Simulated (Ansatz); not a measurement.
Crystal: SrCl2.

```
Sr Cl
1.0
     0.00000    3.48835    3.48835
     3.48835    0.00000    3.48835
     3.48835    3.48835    0.00000
Sr Cl
1 2
Cartesian
  0.0000 0.0000 0.0000
  5.2325 5.2325 5.2325
  1.7442 1.7442 1.7442
```

Base run:

| Property | Result |
| --- | --- |
| Program | Ansatz 0.2.0 |
| Functional | LDA |
| Potentials or basis | Ansatz PAW |
| Cutoff | 420 eV (not typed: the program's choice for these potentials) |
| k mesh | 7 × 7 × 7 |
| Occupations | fermi-dirac, width 0.05 eV |
| Spin | no spin polarisation |

Its results: band gap on the k mesh 4.92 eV, indirect (least direct gap 5.23 eV); pressure -2.8 GPa.

Q: The run is repeated on the same cell with these changes: functional from LDA to PBEsol. What comes out?

A: Band gap on the k mesh 5.18 eV, indirect (least direct gap 5.48 eV); pressure -1.1 GPa.

PBEsol binds less tightly than LDA, so the same cell stands under more pressure.

Caveats: the PAW data sets come from PBE, with cores solved anew for the run's functional, which leaves a small shift of forces and pressure.

A k mesh can miss the band edges.
